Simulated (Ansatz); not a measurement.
A surface is cut from this relaxed crystal of GaP:

```
Ga P
1.0
     0.00000    2.71923    2.71923
     2.71923    0.00000    2.71923
     2.71923    2.71923    0.00000
Ga P
1 1
Direct
  0.00000 0.00000 0.00000
  0.75000 0.75000 0.75000
```

Miller indices refer to the conventional cell of F-43m (No. 216), a = 5.438 Å, b = 5.438 Å, c = 5.438 Å, α = 90.00°, β = 90.00°, γ = 90.00°. The bulk's gap is 1.45 eV.

The (100) slab of 10 planes, 12.2 Å thick with 15 Å of vacuum as cut; outer planes Ga (top) and P (bottom).

Computed with DFT PBEsol, scalar-relativistic, plane waves, PAW (Ansatz 0.2.0). Settings: cutoff 420 eV, Γ-centred mesh 7×7×1 on the computed 10-atom cell, Gaussian smearing of 0.05 eV; no spin polarisation. A dipole correction removes the field between periodic images along c.

This cut of an insulator is polar or leaves open shells, so the slab is metallic here; real surfaces compensate by reconstruction or adsorbates.

Results for the relaxed slab:

For the relaxed slab, the surface energy (mean of both faces) is 2.19 J/m². The gap of the slab on the mesh is none (metal or semimetal). The work function is 4.89 eV (top), 6.28 eV (bottom). The dipole of the slab along +c, per cell is 0.11 e·Å.

Relaxation lowers the energy by 0.023 J/m² a face; the largest move is 0.085 Å.

```csv
plane (bottom to top),atoms,"spacing to next, bulk (Å)",relaxed (Å),change (%)
1,P,1.360,1.300,-4.4
2,Ga,1.360,1.402,+3.1
3,P,1.360,1.325,-2.5
4,Ga,1.360,1.382,+1.6
5,P,1.360,1.346,-1.0
6,Ga,1.360,1.373,+1.0
7,P,1.360,1.346,-1.0
8,Ga,1.360,1.368,+0.6
9,P,1.360,1.455,+7.0
10,Ga,,,
```